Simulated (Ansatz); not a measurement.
**WSe₂ at several levels of theory**

One geometry, relaxed with PBE+D3(BJ), and single points on it; plane waves with PAW potentials in Ansatz, scalar-relativistic unless the row names spin-orbit coupling. No spin polarisation. Meshes are on the primitive cell of 6 atoms. Gaps are the least over mesh and band path; pressure is positive in compression. Smearing is Gaussian, 0.02 eV. Rows that don't name D3 lack it, which shows in their pressure.

```cif
data_structure
_symmetry_space_group_name_H-M 'P6_3/mmc'
_symmetry_Int_Tables_number 194
_cell_length_a 3.2790
_cell_length_b 3.2790
_cell_length_c 12.7928
_cell_angle_alpha 90.000
_cell_angle_beta 90.000
_cell_angle_gamma 120.000
_cell_volume 119.12
loop_
_atom_site_label
_atom_site_type_symbol
_atom_site_symmetry_multiplicity
_atom_site_Wyckoff_symbol
_atom_site_fract_x
_atom_site_fract_y
_atom_site_fract_z
_atom_site_occupancy
W1 W 2 d 0.66667 0.33333 0.25000 1
Se1 Se 4 f 0.33333 0.66667 0.38168 1
```

```tsv
level	cutoff (eV)	k mesh	gap (eV)	pressure (GPa)	rough cost with bands (core-min)
PBE+D3(BJ)	420	12×12×2	0.88	0.0	1.7
```

Task: What do r2SCAN, PBE+D3(BJ) with spin-orbit coupling, PBEsol give on the same cell?

Result:
| level | cutoff (eV) | k mesh | gap (eV) | pressure (GPa) | rough cost with bands (core-min) |
| --- | --- | --- | --- | --- | --- |
| r2SCAN | 500 | 12×12×2 | 1.00 | 2.0 | 2.4 |
| PBE+D3(BJ) with spin-orbit coupling | 420 | 12×12×2 | 0.83 | 0.0 | 6 |
| PBEsol | 420 | 12×12×2 | 0.85 | -1.2 | 1.7 |

Spin-orbit coupling is left out except in a row that names it, which matters for the bands of heavy elements.